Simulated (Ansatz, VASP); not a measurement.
**Two plane-wave programs on Ti**

File INCAR:

```
PREC = Accurate
ENCUT = 520
EDIFF = 1E-7
ISMEAR = -1
SIGMA = 0.15
LREAL = False
LASPH = True
NELM = 100
ALGO = Normal
ISIF = 2
LWAVE = False
LCHARG = False
GGA = PS
NBANDS = 12
```

File KPOINTS:

```
Automatic mesh
0
Gamma
  10 10 10
```

The input POSCAR:

```
Ti
1.0
    0.0000000000      1.9885598007      1.9885598007
    1.9885598007      0.0000000000      1.9885598007
    1.9885598007      1.9885598007      0.0000000000
Ti
1
Direct
    0.0000000000      0.0000000000      0.0000000000
```

Input for Ansatz:

```yaml
crystal:
  lattice:
    - [0.0, 1.9885598006925898, 1.9885598006925898]
    - [1.9885598006925898, 0.0, 1.9885598006925898]
    - [1.9885598006925898, 1.9885598006925898, 0.0]
  atoms:
    - { symbol: Ti, position: [0.0, 0.0, 0.0] }
basis:
  ecutwfc: 500.0
kpoints:
  mp_grid:
    grid: [10, 10, 10]
hamiltonian:
  xc: pbesol
  pseudopotentials:
    kind: paw
scf:
  occupations:
    method: fermi_dirac
    width: 0.15
output:
  stress: true
```

This isn't the form of Ti at room conditions, which is hcp.

Alike in both runs: task single point; functional PBEsol; k mesh 10 × 10 × 10; occupations fermi-dirac, width 0.15 eV; no spin polarisation.

```csv
,VASP,Ansatz
version,VASP 6.6.1,Ansatz 0.2.0
potentials or method,"VASP PAW PBE potentials, release 64 (Ti_sv)","plane waves, PAW"
plane-wave cutoff (eV),520,500
valence electrons in the cell,12,12
```

|  | VASP | Ansatz | Ansatz less VASP |
| --- | --- | --- | --- |
| pressure (GPa) | 7.7 | 8.1 | +0.39 |

Caveats: the PAW data sets were made with another functional, which shifts forces and pressure a little (VASP).
